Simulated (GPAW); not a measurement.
# MoS2 (P6_3/mmc) in GPAW: notebook

The runs below take MoS2 through optical spectrum, with PBE.

Program: GPAW 26.7.0. These are calculated values, not measurements. Logs are shortened: lines on timing, memory, paths and dates and some standing lists are left out, and cuts for length are marked. The log counts tension as positive stress, the text compression.

**Measured values to compare with.**

“Multiwavelength excitation Raman Scattering Analysis of bulk and 2 dimensional MoS2: Vibrational properties of atomically thin MoS2 layers”, 2015, arxiv:1506.03228 reports, for a bulk crystal of MoS2 at 300 K: band gap 1.3 eV (indirect).

How close the calculation comes is told below.

## (1) Starting point

Symmetry: P6_3/mmc, No. 194, hexagonal system. The conventional cell has a = 3.169 Å, b = 3.169 Å, c = 12.324 Å, α = 90.00°, β = 90.00°, γ = 120.00°. Mo (site symmetry -6m2) has 6 S at 2.41 Å as nearest neighbours. S (site symmetry 3m) is surrounded by 3 Mo at 2.41 Å.

## (2) Optical spectrum, PBE

Contents of run.py:

```python
from ase import Atoms
from ase.dft.bandgap import bandgap
from ase.io import write
from gpaw import GPAW, PW
from gpaw.response.df import DielectricFunction

atoms = Atoms(['Mo', 'Mo', 'S', 'S', 'S', 'S'],
              cell=[[3.169, 0.0, 0.0],
                    [-1.5845, 2.7444345046, 0.0],
                    [0.0, 0.0, 12.324]],
              scaled_positions=[[0.6666666667, 0.3333333333, 0.75],
                                [0.3333333333, 0.6666666667, 0.25],
                                [0.6666666667, 0.3333333333, 0.377],
                                [0.3333333333, 0.6666666667, 0.877],
                                [0.6666666667, 0.3333333333, 0.123],
                                [0.3333333333, 0.6666666667, 0.623]],
              pbc=True)

calc = GPAW(mode=PW(450),
            xc='PBE',
            kpts={'size': (8, 8, 2), 'gamma': True},
            occupations={'name': 'fermi-dirac', 'width': 0.001},
            nbands=46,
            convergence={'density': 1e-06},
            maxiter=150,
            txt='gpaw.txt')
atoms.calc = calc
energy = atoms.get_potential_energy()
calc.write('gs.gpw')
write('result.traj', atoms)
print(f'Energy: {energy:.6f} eV')
print('Fermi level:', round(calc.get_fermi_level(), 4), 'eV')
print(f'Gap: {bandgap(calc)[0]:.4f} eV, direct: {bandgap(calc, direct=True)[0]:.4f} eV')

dense = calc.fixed_density(kpts={'size': (12, 12, 3), 'gamma': True},
                           nbands=80, convergence={'bands': 74, 'eigenstates': 1e-7},
                           update_fermi_level=True, txt='dense.txt')
dense.write('dense.gpw', mode='all')

df = DielectricFunction('dense.gpw', frequencies={'type': 'nonlinear', 'domega0': 0.05, 'omega2': 10},
                        eta=0.1, ecut=50, nbands=74, eshift=1, intraband=False, txt='df.txt')
for direction in ['x', 'z']:
    df.get_dielectric_function(xc='RPA', direction=direction, filename=f'df_{direction}.csv')
    e0, e = df.get_macroscopic_dielectric_constant(xc='RPA', direction=direction)
    print(f'{direction}: static eps {e0:.4f} without, {e:.4f} with local fields')
```

Potentials or basis: GPAW PAW data sets (gpaw-data 1.2.1), pw.

The run is started by

```
OMP_NUM_THREADS=1 python run.py
```

gpaw.txt:

```text
__  _  _
 | _ |_)|_||  |
 |__||  | ||/\| - 26.7.0

Input parameters:
  mode=PW(ecut=450.00000000000006),
  convergence={'density': 1e-06},
  kpts=MonkhorstPack(size=(8, 8, 2), gamma=True),
  maxiter=150,
  nbands=46,
  occupations=Occupations(name='fermi-dirac', width=0.001),
  xc=XC(name='PBE')

Diagonalizing LCAO Hamiltonian
Converting LCAO to pw mode

        S

           Mo
        S

           S
        Mo

           S

Atoms  # Å, Bohr magnetons
|   | symbol |         x |        y |         z |    initial magnetic moments |
|---|--------|-----------|----------|-----------|-----------------------------|
| 0 |     Mo |  1.584500 | 0.914812 |  9.243000 | ( 0.0000,  0.0000,  0.0000) |
| 1 |     Mo | -0.000000 | 1.829623 |  3.081000 | ( 0.0000,  0.0000,  0.0000) |
| 2 |      S |  1.584500 | 0.914812 |  4.646148 | ( 0.0000,  0.0000,  0.0000) |
| 3 |      S | -0.000000 | 1.829623 | 10.808148 | ( 0.0000,  0.0000,  0.0000) |
| 4 |      S |  1.584500 | 0.914812 |  1.515852 | ( 0.0000,  0.0000,  0.0000) |
| 5 |      S | -0.000000 | 1.829623 |  7.677852 | ( 0.0000,  0.0000,  0.0000) |

Unit cell  # Å
| periodic |         x |        y |         z |   lengths |     angles |
|----------|-----------|----------|-----------|-----------|------------|
|      yes |  3.169000 | 0.000000 |  0.000000 |  3.169000 |  90.000000 |
|      yes | -1.584500 | 2.744435 |  0.000000 |  3.169000 |  90.000000 |
|      yes |  0.000000 | 0.000000 | 12.324000 | 12.324000 | 120.000000 |

Number of symmetries: 12
Symmetry operations  # r_c * U_cc + t_c -> r_c
|    | kind |            matrix            |
|----|------|------------------------------|
|  0 |  σ   |  1, 1, 0,  0,-1, 0,  0, 0, 1 |
|  1 |  S6  |  1, 1, 0, -1, 0, 0,  0, 0,-1 |
|  2 |  E   |  1, 0, 0,  0, 1, 0,  0, 0, 1 |
|  3 |  C2  |  1, 0, 0, -1,-1, 0,  0, 0,-1 |
|  4 |  C2  |  0, 1, 0,  1, 0, 0,  0, 0,-1 |
|  5 |  C3  |  0, 1, 0, -1,-1, 0,  0, 0, 1 |
|  6 |  S6  |  0,-1, 0,  1, 1, 0,  0, 0,-1 |
|  7 |  σ   |  0,-1, 0, -1, 0, 0,  0, 0, 1 |
|  8 |  σ   | -1, 0, 0,  1, 1, 0,  0, 0, 1 |
|  9 |  i   | -1, 0, 0,  0,-1, 0,  0, 0,-1 |
| 10 |  C3  | -1,-1, 0,  1, 0, 0,  0, 0, 1 |
| 11 |  C2  | -1,-1, 0,  0, 1, 0,  0, 0,-1 |

BZ-sampling:
  Number of BZ points: 128
  Number of IBZ points: 20

  Monkhorst-Pack size: [8, 8, 2]
  Monkhorst-Pack shift: [0.0625, 0.0625, 0.25]

K-points  # in reciprocal-cell coordinates
|     |                                coordinates |     weight |
|-----|--------------------------------------------|------------|
|   0 | (  0.00000000,   0.00000000,   0.00000000) | 0.00781250 |
|   1 | (  0.00000000,   0.00000000,   0.50000000) | 0.00781250 |
|   2 | (  0.12500000,   0.00000000,   0.00000000) | 0.04687500 |
|   3 | (  0.12500000,   0.00000000,   0.50000000) | 0.04687500 |
|   4 | (  0.25000000,  -0.12500000,   0.00000000) | 0.04687500 |
|   5 | (  0.25000000,  -0.12500000,   0.50000000) | 0.04687500 |
|   6 | (  0.25000000,   0.00000000,   0.00000000) | 0.04687500 |
|   7 | (  0.25000000,   0.00000000,   0.50000000) | 0.04687500 |
|   8 | (  0.37500000,  -0.12500000,   0.00000000) | 0.09375000 |
|   9 | (  0.37500000,  -0.12500000,   0.50000000) | 0.09375000 |
| ... |                                            |            |
|  19 | (  0.50000000,   0.50000000,   0.50000000) | 0.02343750 |

Plane wave coefficients: 2382
Cutoff: 450.00000000000006 eV

Spin-components: 1 (collinear spins)
Bands:           46
Projectors:      32
Spin-degeneracy: 2
Datatype:        complex128

Parallelization:
  kpt:    1
  domain: 1
  band:   1

Density:
  Valence electrons: 52.0
  Components: 1
  Grid points: [16 16 63]
  Charge: 0.0  # |e|

Potential:
  Grid points: [16 16 63]

species:
  Mo:
    name:    Molybdenum
    Z:       42.0
    valence: 14
    core:    28
    charge:  0.0  # [|e|]
    compensation charges:
      type: gauss
      rc: 0.38  # [Å]
      lmax: 2
    cutoffs:
      filter: 2.16  # [Å]
      core: 1.42  # [Å]
    projectors
    | kind |    occ | energy [eV] | rcut [Å] |
    |------|--------|-------------|----------|
    |   4s |  2.000 |     -64.307 |    1.238 |
    |   5s |  1.000 |      -4.084 |    1.238 |
    |   4p |  6.000 |     -38.491 |    1.296 |
    |   5p |  0.000 |      -1.044 |    1.296 |
    |   4d |  5.000 |      -3.754 |    1.296 |
    |    d |        |      23.458 |    1.296 |

    Using partial waves for Mo as LCAO basis

  S:
    name:    Sulfur
    Z:       16.0
    valence: 6
    core:    10
    charge:  0.0  # [|e|]
    compensation charges:
      type: gauss
      rc: 0.24  # [Å]
      lmax: 2
    cutoffs:
      filter: 1.77  # [Å]
      core: 1.66  # [Å]
    projectors
    | kind |    occ | energy [eV] | rcut [Å] |
    |------|--------|-------------|----------|
    |   3s |  2.000 |     -17.254 |    0.974 |
    |   3p |  4.000 |      -7.008 |    0.979 |
    |    s |        |       9.957 |    0.974 |
    |    p |        |      20.203 |    0.979 |
    |    d |        |       0.000 |    0.900 |

    Using partial waves for S as LCAO basis

Reference energy: -263698.624853  # eV

eigensolver:
  PPCG
  Converge bands: occupied
  niter=2

density mixing:
  MSR1-Mixer
  Pratt-step length: 0.05
  Maximum mixing coefficient: 0.75
  Old densities: 10
  SVD Regularization: 0.005
  Good broyden scale: 1.0
  Trust region scale: 1.0
  Backstep threshold: 4.0
  History deletion threshold: 6.0
  Fourier metric: weight=20.0, sigma=0.015

occupation numbers:
  Fermi-Dirac:
    width: 0.0010  # eV

poisson solver:
  ecut: 3600.0000000000005  # eV

xc functional:
  name: PBE with 2 nearest neighbor stencil

convergence criteria:
- Maximum integral of absolute [dens]ity change: 1e-06 electrons / valence electron
- Maximum [total energy] change in last 3 cyles: 0.0005 eV / valence electron
- Maximum integral of absolute [eigenst]ate change: 4e-08 eV^2 / valence electron
maximum number of iterations: 150

SCF iterations
|iter     | |      energy | eigst |  dens |
|---------|-|-------------|-------|-------|
|iter:   1| |  -47.141019 | +0.50 |       |
|iter:   2| |  -46.287033 | -1.16 | -0.98 |
|iter:   3| |  -44.237378 | -1.13 | -1.05 |
|iter:   4| |  -44.121733 | -1.97 | -1.46 |
|iter:   5| |  -44.123697 | -2.58 | -1.77 |
|iter:   6| |  -44.116753c| -3.08 | -2.04 |
|iter:   7| |  -44.111567c| -4.05 | -2.53 |
|iter:   8| |  -44.111469c| -5.31 | -3.06 |
|iter:   9| |  -44.111478c| -6.23 | -3.56 |
|iter:  10| |  -44.111478c| -7.59c| -4.39 |
|iter:  11| |  -44.111478c| -8.10c| -4.96 |
|iter:  12| |  -44.111478c| -8.63c| -5.59 |
|iter:  13| |  -44.111478c| -9.16c| -6.12c|

Converged in 13 steps
Energy contributions relative to reference atoms: (reference = -263698.624853)

Energy contributions:
  Kinetic:          -1.076006
  Coulomb:         -11.072684
  Zero:             -0.354549
  External:          0.000000
  Xc:              -31.608239
  Entropy:          -0.000000
  Spinorbit:         0.000000
  ----------------------------
  Free energy:     -44.111478
  Extrapolated:    -44.111478

dipole moment: (0.000001, 0.000002, 0.000007)  # |e|*Ang

Fermi level: 9.076
Eigenvalues  # (at kpt = [0.000, 0.000, 0.000])
| band index |      eig [eV] | occ [0-2] |
|------------|---------------|-----------|
|          0 |       -53.402 |     2.000 |
|        ... |               |           |
|         18 |         4.937 |     2.000 |
|         19 |         6.019 |     2.000 |
|         20 |         6.019 |     2.000 |
|         21 |         6.065 |     2.000 |
|         22 |         6.065 |     2.000 |
|         23 |         6.993 |     2.000 |
[... 8 lines left out ...]
|         32 |        10.600 |     0.000 |
|         33 |        10.600 |     0.000 |
|        ... |               |           |
|         45 |        20.563 |     0.000 |

Gap: 0.973 eV
Transition (v -> c):
  (s=0, k=0, n=25, [0.00, 0.00, 0.00]) -> (s=0, k=8, n=26, [0.38, -0.12, 0.00])
Direct/indirect transitions are different
Direct gap: 1.911 eV
Transition at: (s=0, k=12, n=25, [0.38, 0.38, 0.00])
# Writing to gs.gpw (mode='')
```

Wall time 10 min (1 thread of Intel Xeon at 2.50GHz (Skylake/Cascade Lake), shared host); peak memory 0.64 GiB.

Results:

- Free energy: -44.1115 eV
- Band gap on the k mesh: 0.97 eV, indirect (least direct gap 1.91 eV)

Dielectric function (mean over the directions given):
| energy (eV) | real part | imaginary part |
| --- | --- | --- |
| 0.25 | 9.14 | 0.02 |
| 0.67 | 9.28 | 0.05 |
| 1.15 | 9.64 | 0.10 |
| 1.66 | 10.33 | 0.18 |
| 2.18 | 11.71 | 0.39 |
| 2.66 | 14.18 | 2.13 |
| 3.17 | 16.92 | 6.64 |
| 3.56 | 15.08 | 12.86 |
| 4.03 | 6.06 | 16.42 |
| 4.51 | 3.25 | 9.99 |
| 5.01 | 3.48 | 11.29 |
| 5.53 | 0.24 | 8.75 |
| 6.07 | 0.23 | 6.71 |
| 6.55 | -0.64 | 6.87 |
| 6.87 | -0.51 | 5.47 |
| 7.38 | -0.23 | 4.63 |
| 7.90 | -0.06 | 3.95 |
| 8.43 | 0.24 | 3.68 |
| 8.89 | -0.44 | 3.32 |
| 9.47 | 1.00 | 2.13 |
| 9.76 | 1.88 | 2.41 |
| 10.26 | 2.48 | 3.94 |
| 10.78 | 1.56 | 4.91 |
| 11.31 | 0.57 | 4.97 |
| 11.85 | -0.09 | 4.42 |
| 12.30 | -0.77 | 4.71 |
| 12.77 | -1.19 | 3.71 |
| 13.24 | -1.37 | 3.11 |
| 13.72 | -1.14 | 2.67 |
| 14.22 | -1.46 | 2.32 |
| 14.73 | -0.79 | 1.81 |
| 15.26 | -0.44 | 2.06 |
| 15.80 | -0.77 | 1.74 |
| 16.21 | -0.75 | 1.77 |
| 16.78 | -0.84 | 1.66 |
| 17.36 | -0.78 | 1.23 |
| 17.96 | -0.50 | 1.09 |
| 18.58 | -0.49 | 1.11 |
| 19.22 | -0.53 | 0.95 |
| 19.87 | -0.29 | 0.88 |

Caveat: the long-wavelength limit can be off by several per cent where d states take part; independent-particle spectra lack excitons; an odd mesh through Γ misses points on the zone boundary, where band edges often lie.

[end of part 1 of 2]
